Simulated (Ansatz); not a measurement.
# BAs: pressure against volume per atom

Results calculated with Ansatz 0.2.0, not measured. Periodic Kohn-Sham DFT of a crystal at fixed atoms; pressure and stress are positive in compression; the energy is the free energy less that of spherical unpolarised free atoms; site moments are those in the method's own spheres, positive along +z.

Cell of the first row (space group F-43m, No. 216):
```
CELL_PARAMETERS angstrom
0.00000 2.36880 2.36880
2.36880 0.00000 2.36880
2.36880 2.36880 0.00000
ATOMIC_POSITIONS crystal
B 0.75000 0.75000 0.75000
As 0.00000 0.00000 0.00000
```

Settings of every row: method frozen-core PAW; functional LDA; relativity scalar; k mesh 11x11x11; filling fermi-dirac; smearing width 0.01 eV; wave cutoff 420 eV; paw set soft_2.

Atom start moment: 0 on all atoms.

Limits: PAW files made with PBE.

| row | volume per atom (Å³) | pressure (GPa) |
| --- | --- | --- |
| 1 | 13.291 | -0.498 |
| 2 | 13.641 | -4.07 |
| 3 | 13.991 | ? |
| 4 | 14.341 | -9.922 |
| 5 | 14.691 | -12.304 |

Question: what pressure should row 3 give?

Worked fit of pressure. Take u = (V_r/V)^(2/3) − 1 with V_r = 13.991 Å³ an atom, which is twice the finite (Eulerian) strain; such expansions in the strain, on which the Birch-Murnaghan equation of state is built, carry the rest volume and the bulk modulus. The shown rows have u = 0.03481, 0.01703, -0.01634, -0.03202. Least squares give pressure = −7.193 + 175.239 × u + 489.63 × u² GPa; a straight line predicts inner rows, each left out in turn, worse (root mean square 0.32 against 0.0088 GPa). The rows lie off it by 0.002, -0.003, 0.004, -0.002. The withheld row has u = 0, so the fit gives −7.193 + 175.239 × (0) + 489.63 × (0)² = -7.193 GPa.

The calculation gave -7.193 GPa. The fit meets it to the printed digit.
